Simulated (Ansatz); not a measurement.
**Zinc, fcc under revPBE: structure, energy and stiffness, part 1 of 2**

What does revPBE give for zinc in the fcc structure? We relax it, solve it on a dense k-mesh, then scale the cell to 7 volumes from 88 to 112 % of the relaxed one and try a fit of the equation of state. Spin polarisation is left out. The k-meshes are 14×14×14 for the relaxation; 22×22×22 for the dense run; 15×15×15 for the volumes.

This is Zn in the fcc structure; at room conditions it is hcp.

Program: Ansatz 0.2.0. Level of theory: DFT revPBE, plane waves (420 eV) with PAW, scalar-relativistic; PAW files made under PBE, frozen cores solved again for the functional. These are calculated values, not measurements.

## (1) The structure to begin with

The structure is cubic, space group Fm-3m (No. 225). Conventional cell: a = 3.933 Å, b = 3.933 Å, c = 3.933 Å, α = 90.00°, β = 90.00°, γ = 90.00°. Around Zn (site symmetry m-3m) lie 12 Zn at 2.78 Å.

As a file:

```cif
data_structure
_symmetry_space_group_name_H-M 'Fm-3m'
_symmetry_Int_Tables_number 225
_cell_length_a 3.9331
_cell_length_b 3.9331
_cell_length_c 3.9331
_cell_angle_alpha 90.000
_cell_angle_beta 90.000
_cell_angle_gamma 90.000
_cell_volume 60.84
loop_
_atom_site_label
_atom_site_type_symbol
_atom_site_symmetry_multiplicity
_atom_site_Wyckoff_symbol
_atom_site_fract_x
_atom_site_fract_y
_atom_site_fract_z
_atom_site_occupancy
Zn1 Zn 4 a 0.00000 0.00000 0.00000 1
```

## (2) Relaxation of the cell

input.yaml

```yaml
crystal:
  lattice:
    - [0.0, 1.9665497572, 1.9665497572]
    - [1.9665497572, 0.0, 1.9665497572]
    - [1.9665497572, 1.9665497572, 0.0]
  atoms:
    - { symbol: Zn, position: [0.0, 0.0, 0.0] }
hamiltonian:
  xc: revpbe
  pseudopotentials:
    kind: paw
    azcp:
      Zn: "pseudopotentials/Zn.paw.azcp"
basis:
  ecutwfc: 420
  fft_grid_basis: typed
kpoints:
  mp_grid: { grid: [14, 14, 14], shift: [0, 0, 0] }
magnetization:
  spin_polarized: false
scf:
  occupations: { method: fermi_dirac, width: 0.1 }
relax:
  max_steps: 60
  f_tol: 0.01
  cell: {}
```

What it wrote:

```text
Warning: RAYON_NUM_THREADS=2 ignored (pool sized by the plan → 2); use --threads N
Engine: ansatz 0.2.0, aarch64-unknown-linux-gnu
Pseudopotentials: kind: paw
Pseudopotential: Zn, paw, valence charge 12, recommended cutoff 420 eV (normal), <dir>
Functional definition: revPBE
  parameter kappa = 1.245
  parameter beta = 0.06672455060314922
  exchange = pbe_x(kappa = kappa, mu = beta*pi^2/3)
  correlation = pbe_c(beta = beta)
Crystal: 1 atoms, lattice volume = 15.211 Å³
Basis set: ecut = 420 eV, 307 PW (Γ), exchange–correlation on 40×40×40 points (8 copies of the dense FFT grid, shifted against one another)
Bands: 10, of which v1, the nominal top of the filled ones, is band 6 counted from 1 (5 counted from 0)
Symmetry: 48 space group operations
Space group: Fm-3m (ITA 225), of the structure as read, at distance tolerance 2.5e-5 Å
k-points: 104 of 2744
Non-local potential: Zn, projectors of the file, l = 0: 2, l = 1: 2, l = 2: 3, l = 3: 1
PAW form: soft (Blöchl's): semilocal exchange-correlation on the pseudo side does not see the compensation charge
PAW frozen core: Zn, regenerated for the run's functional, and the local potential with it (the file was generated under x = pbe(κ = 0.804, μ = 0.2195149727645171), c = pbe(β = 0.06672455060314922))
PAW one-centre angular grid: Zn, 590 points (default); XC on 64 Gauss nodes
Initial density: superposition of atomic densities (neutral atoms: chi_scale 0, normalization atom), corrected by the library's trained network
Initial wavefunctions: pseudopotential atomic-orbital guess
Functional: x = revpbe(κ = 1.245, μ = 0.2195149727645171), c = pbe(β = 0.06672455060314922)
SCF iter   1: F=—  HF=-3322.873152 eV  |F-HF|=—  |Δ(HF+E_count)|=         —  Δρ=5.91e-3  dr2=2.76e-3  ethr=1.77e-3  ⟨swp⟩=4.8  Hψ=6603  notcnv=0
preconditioner: auto → none  [insulator: Δε(μ)=0.310 eV  Ē_g=17.078 eV  σ=0.100 eV  W_gap=0.60  n_scr=0 (ndim 8)  ℏωp=33.0 eV  f_vac=0.000  D(μ)=0.20/eV (n_scr^D=0)  ε∞_Penn≈4.7]
SCF iter   2: F=—  HF=-3322.873010 eV  |F-HF|=—  |Δ(HF+E_count)|=   1.41e-4  Δρ=4.42e-3  dr2=1.70e-3  ethr=2.30e-5  ⟨swp⟩=2.0  Hψ=2735  notcnv=0
SCF iter   3: F=—  HF=-3322.872132 eV  |F-HF|=—  |Δ(HF+E_count)|=   8.78e-4  Δρ=5.61e-4  dr2=3.25e-5  ethr=1.41e-5  ⟨swp⟩=2.0  Hψ=1564  notcnv=0
SCF iter   4: F=—  HF=-3322.872145 eV  |F-HF|=—  |Δ(HF+E_count)|=   1.35e-5  Δρ=4.31e-4  dr2=1.45e-5  ethr=2.71e-7  ⟨swp⟩=2.0  Hψ=1664  notcnv=0
SCF iter   5: F=—  HF=-3322.872142 eV  |F-HF|=—  |Δ(HF+E_count)|=   3.04e-6  Δρ=2.33e-4  dr2=4.44e-6  ethr=1.21e-7  ⟨swp⟩=2.0  Hψ=1516  notcnv=0
SCF iter   6: F=—  HF=-3322.872141 eV  |F-HF|=—  |Δ(HF+E_count)|=   1.21e-6  Δρ=1.07e-4  dr2=9.77e-7  ethr=3.70e-8  ⟨swp⟩=2.0  Hψ=1552  notcnv=0
SCF iter   7: F=-3322.872141 eV  HF=-3322.872141 eV  |F-HF|=1.47e-8  |Δ(HF+E_count)|=   3.35e-7  Δρ=1.19e-5  dr2=1.22e-8  ethr=8.33e-10  ⟨swp⟩=3.2  Hψ=4243  notcnv=0
SCF 1 converged in 7 iterations: F = -3322.872141 eV  dr2 = 1.22e-8
relax step   1: F+E_penalty+E_count = -3322.87214073 eV  Δ(F+E_penalty+E_count) = +0.000e0 eV  max|allowed force component| = 0.000e0 eV/Å  Δτ_max = 0.0000 Å  P = +2.105 GPa  Ω = 15.211 Å³  (7 SCF iters, dr2 threshold 1.00e-7 eV, accepted)
Crystal: 1 atoms, lattice volume = 15.539 Å³
Initial density: handed on by an earlier stage of this run
Initial wavefunctions: those handed on with the density
iter 1 solved again at ethr=3.96e-6 eV; its pass at ethr=3.10e-3 eV (dr2=4.75e-4 eV) is discarded
SCF iter   1: F=—  HF=-3322.874762 eV  |F-HF|=—  |Δ(HF+E_count)|=         —  Δρ=2.15e-3  dr2=4.87e-4  ethr=3.96e-6  ⟨swp⟩=1.8  Hψ=9548  notcnv=0
preconditioner: auto → none  [insulator: Δε(μ)=0.303 eV  Ē_g=16.862 eV  σ=0.100 eV  W_gap=0.58  n_scr=0 (ndim 8)  ℏωp=32.6 eV  f_vac=0.000  D(μ)=0.19/eV (n_scr^D=0)  ε∞_Penn≈4.7]
SCF iter   2: F=—  HF=-3322.874657 eV  |F-HF|=—  |Δ(HF+E_count)|=   1.05e-4  Δρ=8.91e-4  dr2=5.15e-5  ethr=3.96e-6  ⟨swp⟩=2.0  Hψ=1621  notcnv=0
SCF iter   3: F=—  HF=-3322.874606 eV  |F-HF|=—  |Δ(HF+E_count)|=   5.15e-5  Δρ=2.57e-4  dr2=9.30e-6  ethr=4.29e-7  ⟨swp⟩=2.0  Hψ=1647  notcnv=0
SCF iter   4: F=—  HF=-3322.874605 eV  |F-HF|=—  |Δ(HF+E_count)|=   9.50e-7  Δρ=3.27e-5  dr2=1.07e-7  ethr=7.75e-8  ⟨swp⟩=2.0  Hψ=1567  notcnv=0
SCF iter   5: F=-3322.874605 eV  HF=-3322.874605 eV  |F-HF|=1.86e-10  |Δ(HF+E_count)|=   5.49e-8  Δρ=2.57e-6  dr2=6.37e-10  ethr=8.33e-10  ⟨swp⟩=4.0  Hψ=3305  notcnv=0
SCF 2 converged in 5 iterations: F = -3322.874605 eV  dr2 = 6.37e-10
relax step   2: F+E_penalty+E_count = -3322.87460466 eV  Δ(F+E_penalty+E_count) = -2.464e-3 eV  max|allowed force component| = 0.000e0 eV/Å  Δτ_max = 0.0000 Å  P = +0.610 GPa  Ω = 15.539 Å³  energy of the carried Pulay correction = -2.882e-4 eV  (5 SCF iters, dr2 threshold 1.00e-7 eV, accepted)
Crystal: 1 atoms, lattice volume = 15.678 Å³
Basis set: ecut = 420 eV, 331 PW (Γ), exchange–correlation on 40×40×40 points (8 copies of the dense FFT grid, shifted against one another)
iter 1 solved again at ethr=8.87e-7 eV; its pass at ethr=3.10e-3 eV (dr2=1.06e-4 eV) is discarded
SCF iter   1: F=—  HF=-3322.874787 eV  |F-HF|=—  |Δ(HF+E_count)|=         —  Δρ=8.54e-4  dr2=7.82e-5  ethr=8.87e-7  ⟨swp⟩=2.0  Hψ=9173  notcnv=0
preconditioner: auto → none  [insulator: Δε(μ)=0.295 eV  Ē_g=16.767 eV  σ=0.100 eV  W_gap=0.56  n_scr=0 (ndim 8)  ℏωp=32.5 eV  f_vac=0.000  D(μ)=0.19/eV (n_scr^D=0)  ε∞_Penn≈4.8]
SCF iter   2: F=—  HF=-3322.874772 eV  |F-HF|=—  |Δ(HF+E_count)|=   1.47e-5  Δρ=3.49e-4  dr2=7.91e-6  ethr=6.52e-7  ⟨swp⟩=2.0  Hψ=1594  notcnv=0
SCF iter   3: F=—  HF=-3322.874764 eV  |F-HF|=—  |Δ(HF+E_count)|=   7.97e-6  Δρ=1.04e-4  dr2=1.53e-6  ethr=6.59e-8  ⟨swp⟩=2.0  Hψ=1646  notcnv=0
SCF iter   4: F=-3322.874763 eV  HF=-3322.874763 eV  |F-HF|=2.86e-9  |Δ(HF+E_count)|=   5.38e-7  Δρ=1.42e-5  dr2=2.02e-8  ethr=8.33e-10  ⟨swp⟩=3.5  Hψ=4213  notcnv=0
SCF 3 converged in 4 iterations: F = -3322.874763 eV  dr2 = 2.02e-8
relax step   3: F+E_penalty+E_count = -3322.87476340 eV  Δ(F+E_penalty+E_count) = -1.587e-4 eV  max|allowed force component| = 0.000e0 eV/Å  Δτ_max = 0.0000 Å  P = +0.038 GPa  Ω = 15.678 Å³  energy of the carried Pulay correction = -4.063e-4 eV  (4 SCF iters, dr2 threshold 1.00e-7 eV, accepted)
Initial wavefunctions: pseudopotential atomic-orbital guess (no wavefunctions were taken with the density)
iter 1 solved again at ethr=1.47e-6 eV; its pass at ethr=3.10e-3 eV (dr2=1.76e-4 eV) is discarded
SCF iter   1: F=—  HF=-3322.875132 eV  |F-HF|=—  |Δ(HF+E_count)|=         —  Δρ=2.96e-4  dr2=4.52e-7  ethr=1.47e-6  ⟨swp⟩=2.2  Hψ=9028  notcnv=0
eigensolver tolerance schedule: the retry pair's looser diagonalisation over-reported the residual by 388.55 of it (diagonalisation noise at 0.23 of the residual, at the tolerance the schedule requests for it); recorded, not acted on — ethr = c·dr2/N_el stays at c = 1.0e-1
preconditioner: auto → none  [insulator: Δε(μ)=0.295 eV  Ē_g=16.756 eV  σ=0.100 eV  W_gap=0.56  n_scr=0 (ndim 8)  ℏωp=32.5 eV  f_vac=0.000  D(μ)=0.19/eV (n_scr^D=0)  ε∞_Penn≈4.8]
SCF iter   2: F=—  HF=-3322.875180 eV  |F-HF|=—  |Δ(HF+E_count)|=   4.77e-5  Δρ=1.70e-4  dr2=6.89e-7  ethr=3.77e-9  ⟨swp⟩=2.0  Hψ=1658  notcnv=0
SCF iter   3: F=—  HF=-3322.875193 eV  |F-HF|=—  |Δ(HF+E_count)|=   1.30e-5  Δρ=6.36e-5  dr2=6.34e-8  ethr=3.77e-9  ⟨swp⟩=2.0  Hψ=1660  notcnv=0
SCF iter   4: F=—  HF=-3322.875195 eV  |F-HF|=—  |Δ(HF+E_count)|=   2.40e-6  Δρ=1.06e-5  dr2=8.45e-10  ethr=5.28e-10  ⟨swp⟩=2.0  Hψ=1652  notcnv=0
SCF iter   5: F=-3322.875195 eV  HF=-3322.875195 eV  |F-HF|=9.09e-12  |Δ(HF+E_count)|=   7.69e-8  Δρ=1.72e-7  dr2=1.83e-12  ethr=1.00e-12  ⟨swp⟩=4.4  Hψ=4566  notcnv=0
SCF 4 converged in 5 iterations: F = -3322.875195 eV  dr2 = 1.83e-12
relax step   4: F+E_penalty+E_count = -3322.87519527 eV  Δ(F+E_penalty+E_count) = -4.319e-4 eV  max|allowed force component| = 0.000e0 eV/Å  Δτ_max = 0.0000 Å  P = +0.050 GPa  Ω = 15.678 Å³  stress off target by 5.01e-2 GPa  SCF on the basis re-selected at this cell (its energy is not comparable with the rows above)  (5 SCF iters)
basis re-selected at this cell: Δ(F+E_penalty+E_count) = -4.319e-4 eV, ΔP = +0.012 GPa vs the last step (what re-selecting the basis moved, of the pressure what is left beyond the Pulay correction that the steps carried, after the strain that the cell walked since its last selection, with what the two solves' SCF thresholds leave and, on support functions, any second-order correction that the steps lacked; it is no measure of the basis error at this ecutwfc). This SCF's stress stands 5.01e-2 GPa from its target on what of the cell is left free (relax.cell.stress_tol is 5.00e-2 GPa) and its largest allowed force component is 0.00e0 eV/Å (relax.f_tol is 1.00e-2 eV/Å): not within both, so this SCF does not close the relaxation
Crystal: 1 atoms, lattice volume = 15.690 Å³
iter 1 solved again at ethr=5.76e-9 eV; its pass at ethr=3.10e-3 eV (dr2=6.91e-7 eV) is discarded
SCF iter   1: F=—  HF=-3322.875184 eV  |F-HF|=—  |Δ(HF+E_count)|=         —  Δρ=7.47e-5  dr2=5.96e-7  ethr=5.76e-9  ⟨swp⟩=2.1  Hψ=8931  notcnv=0
preconditioner: auto → none  [insulator: Δε(μ)=0.295 eV  Ē_g=16.750 eV  σ=0.100 eV  W_gap=0.56  n_scr=0 (ndim 8)  ℏωp=32.5 eV  f_vac=0.000  D(μ)=0.19/eV (n_scr^D=0)  ε∞_Penn≈4.8]
SCF iter   2: F=—  HF=-3322.875187 eV  |F-HF|=—  |Δ(HF+E_count)|=   2.52e-6  Δρ=3.13e-5  dr2=6.47e-8  ethr=4.96e-9  ⟨swp⟩=2.0  Hψ=1609  notcnv=0
SCF iter   3: F=—  HF=-3322.875186 eV  |F-HF|=—  |Δ(HF+E_count)|=   6.38e-8  Δρ=8.89e-6  dr2=1.13e-8  ethr=5.39e-10  ⟨swp⟩=2.0  Hψ=1646  notcnv=0
SCF iter   4: F=-3322.875186 eV  HF=-3322.875186 eV  |F-HF|=3.59e-11  |Δ(HF+E_count)|=   4.02e-9  Δρ=1.15e-6  dr2=1.35e-10  ethr=5.23e-11  ⟨swp⟩=4.0  Hψ=3243  notcnv=0
SCF 5 converged in 4 iterations: F = -3322.875186 eV  dr2 = 1.35e-10
relax step   5: F+E_penalty+E_count = -3322.87518645 eV  Δ(F+E_penalty+E_count) = +8.829e-6 eV  max|allowed force component| = 0.000e0 eV/Å  Δτ_max = 0.0000 Å  P = +0.001 GPa  Ω = 15.690 Å³  energy of the carried Pulay correction = -1.078e-5 eV  (4 SCF iters, dr2 threshold 6.28e-9 eV, accepted)
iter 1 solved again at ethr=1.53e-6 eV; its pass at ethr=3.10e-3 eV (dr2=1.84e-4 eV) is discarded
SCF iter   1: F=—  HF=-3322.875189 eV  |F-HF|=—  |Δ(HF+E_count)|=         —  Δρ=1.06e-6  dr2=9.33e-11  ethr=1.53e-6  ⟨swp⟩=2.1  Hψ=9033  notcnv=0
eigensolver tolerance schedule: the retry pair's looser diagonalisation over-reported the residual by 1968925.82 of it (diagonalisation noise at an unbounded share of the residual, at the tolerance the schedule requests for it); recorded, not acted on — ethr = c·dr2/N_el stays at c = 1.0e-1
preconditioner: auto → none  [insulator: Δε(μ)=0.295 eV  Ē_g=16.749 eV  σ=0.100 eV  W_gap=0.56  n_scr=0 (ndim 8)  ℏωp=32.5 eV  f_vac=0.000  D(μ)=0.19/eV (n_scr^D=0)  ε∞_Penn≈4.8]
SCF iter   2: F=—  HF=-3322.875192 eV  |F-HF|=—  |Δ(HF+E_count)|=   2.79e-6  Δρ=1.58e-6  dr2=2.87e-10  ethr=1.00e-12  ⟨swp⟩=3.5  Hψ=2399  notcnv=0
SCF iter   3: F=—  HF=-3322.875192 eV  |F-HF|=—  |Δ(HF+E_count)|=  6.46e-11  Δρ=6.52e-7  dr2=2.71e-11  ethr=1.00e-12  ⟨swp⟩=2.0  Hψ=1665  notcnv=0
SCF iter   4: F=-3322.875192 eV  HF=-3322.875192 eV  |F-HF|=1.82e-12  |Δ(HF+E_count)|=  3.00e-11  Δρ=1.98e-7  dr2=3.97e-12  ethr=1.00e-12  ⟨swp⟩=3.9  Hψ=4609  notcnv=0
SCF 6 converged in 4 iterations: F = -3322.875192 eV  dr2 = 3.97e-12
relax step   6: F+E_penalty+E_count = -3322.87519171 eV  Δ(F+E_penalty+E_count) = -5.269e-6 eV  max|allowed force component| = 0.000e0 eV/Å  Δτ_max = 0.0000 Å  P = +0.001 GPa  Ω = 15.690 Å³  stress off target by 1.31e-3 GPa  SCF on the basis re-selected at this cell (its energy is not comparable with the rows above)  (4 SCF iters)
basis re-selected at this cell: Δ(F+E_penalty+E_count) = -5.269e-6 eV, ΔP = +0.000 GPa vs the last step (what re-selecting the basis moved, of the pressure what is left beyond the Pulay correction that the steps carried, after the strain that the cell walked since its last selection, with what the two solves' SCF thresholds leave and, on support functions, any second-order correction that the steps lacked; it is no measure of the basis error at this ecutwfc). This SCF's stress stands 1.31e-3 GPa from its target on what of the cell is left free (relax.cell.stress_tol is 5.00e-2 GPa) and its largest allowed force component is 0.00e0 eV/Å (relax.f_tol is 1.00e-2 eV/Å): within both
SCF converged after 4 iterations
Free energy (F): -3322.875192 eV
Harris-Foulkes:  -3322.875192 eV  (|F-HF|=1.82e-12)
Internal energy: -3322.868127 eV  (E = F + TS)
E sigma→0 (E₀):  -3322.871659 eV
Entropy (-TS):   -0.007064 eV (-7.064 meV/atom)
Fermi energy:    10.612793 eV
--- Per-component energies (eV) ---
  E_band       = 46.058196
  E_kinetic    = 130.448759
  E_local      = -1551.580924  (includes V_loc(G=0)·N_el)
  E_nonlocal   = 610.948699
  E_hartree    = 650.118583
  E_xc         = -137.631325
  E_vxc        = -51.803180  (∫ρ·V_xc dr)
  E_paw        = -1828.965631  (= ΣΔE_a)
  E_vpaw       = -392.192089  (= ΣTr[D̂ρ^β])
  E_aug_tail   = -0.000337  (compensation charges beyond the density's cutoff)
  E_ewald      = -1196.149047
  E_core_change = -0.056904  (= ΣΔE_core)
  E_smearing   = -0.007064  (= −TS)
  E_closure    = -0.000000  (closes the sum)
  Σ components = -3322.875192   (vs F -3322.875192, Δ=0.00e0)
--- Forces (eV/Å), atoms counted from 1 ---
  atom   1  Zn    -0.00000000     0.00000000    -0.00000000
  max |Σ_I F_I| component: 4.11e-32 eV/Å
--- Stress (GPa, compression-positive) ---
        0.001305       0.000000       0.000000
        0.000000       0.001305      -0.000000
        0.000000       0.000000       0.001305
  P = ⅓ Tr σ = 0.0013 GPa (0.013 kbar)
--- Relaxed structure (4 steps of the walk, 4 accepted, 2 SCFs on fresh bases) ---
  F+E_penalty+E_count = -3322.87519171 eV   max|allowed force component| = 0.000e0 eV/Å   (the final SCF, on the basis selected at the relaxed cell)
  cell:  # Å, volume = 15.6897 Å³
    - [-2.068502103588571e-34, 1.9869881512504577, 1.9869881512504577]
    - [1.9869881512504577, 2.8994856284846295e-34, 1.9869881512504577]
    - [1.9869881512504577, 1.9869881512504577, 1.910764512335846e-34]
  atoms:
    - { symbol: Zn, position: [0.0, 0.0, 0.0] }
```

Wall time 2.8 s (2 threads of Arm Neoverse V2, shared host); peak memory 0.28 GiB.

Relaxation path:

| step | energy change (meV/atom) | largest force (eV/Å) | pressure (GPa) | volume (Å³/atom) |
| --- | --- | --- | --- | --- |
| 1 | 0.00 | 0.0000 | 2.11 | 15.211 |
| 2 | -2.46 | 0.0000 | 0.61 | 15.539 |
| 3 | -2.62 | 0.0000 | 0.04 | 15.678 |
| 4 | -3.05 | 0.0000 | 0.05 | 15.678 |
| 5 | -3.05 | 0.0000 | 0.00 | 15.690 |
| 6 | -3.05 | 0.0000 | 0.00 | 15.690 |

Steps that repeat a cell are solved on a basis chosen anew, so their changes of energy are no gain of the relaxation.

The cell of the run, before and after:

|  | before | after | change |
| --- | --- | --- | --- |
| a (Å) | 2.781 | 2.810 | +1.0 % |
| b (Å) | 2.781 | 2.810 | +1.0 % |
| c (Å) | 2.781 | 2.810 | +1.0 % |
| volume (Å³/atom) | 15.211 | 15.690 | +3.2 % |
| shortest distance (Å) | 2.781 | 2.810 | +1.0 % |
| space group (spins left aside) | Fm-3m | Fm-3m | same |

## (3) Dense single point

input.yaml

```yaml
crystal:
  lattice:
    - [0.0, 1.9869881513, 1.9869881513]
    - [1.9869881513, 0.0, 1.9869881513]
    - [1.9869881513, 1.9869881513, 0.0]
  atoms:
    - { symbol: Zn, position: [0.0, 0.0, 0.0] }
hamiltonian:
  xc: revpbe
  pseudopotentials:
    kind: paw
    azcp:
      Zn: "pseudopotentials/Zn.paw.azcp"
basis:
  ecutwfc: 420
  fft_grid_basis: typed
kpoints:
  mp_grid: { grid: [22, 22, 22], shift: [0, 0, 0] }
magnetization:
  spin_polarized: false
scf:
  occupations: { method: fermi_dirac, width: 0.1 }
```

What it wrote (excerpt; [...] marks lines left out):

```text
Warning: RAYON_NUM_THREADS=2 ignored (pool sized by the plan → 2); use --threads N
[...]
[... 3 set-up lines as earlier in the session ...]
[...]
Crystal: 1 atoms, lattice volume = 15.690 Å³
Basis set: ecut = 420 eV, 331 PW (Γ)
Bands: 10, of which v1, the nominal top of the filled ones, is band 6 counted from 1 (5 counted from 0)
[... 2 set-up lines as earlier in the session ...]
k-points: 328 of 10648
[...]
SCF iter   1: F=—  HF=-3322.869057 eV  |F-HF|=—  |Δ(HF+E_count)|=         —  Δρ=6.06e-3  dr2=2.96e-3  ethr=1.77e-3  ⟨swp⟩=4.8  Hψ=20938  notcnv=0
[...]
SCF iter   7: F=-3322.867963 eV  HF=-3322.867963 eV  |F-HF|=3.67e-8  |Δ(HF+E_count)|=   4.87e-7  Δρ=1.87e-5  dr2=3.13e-8  ethr=8.33e-10  ⟨swp⟩=1.7  Hψ=10460  notcnv=0
[...]
SCF converged after 7 iterations
Free energy (F): -3322.867963 eV
[...]
E sigma→0 (E₀):  -3322.862213 eV
Entropy (-TS):   -0.011498 eV (-11.498 meV/atom)
Fermi energy:    10.629962 eV
[...]
```

Wall time 1.4 s (2 threads of Arm Neoverse V2, shared host); peak memory 0.31 GiB.

(Continued in part 2 of 2.)
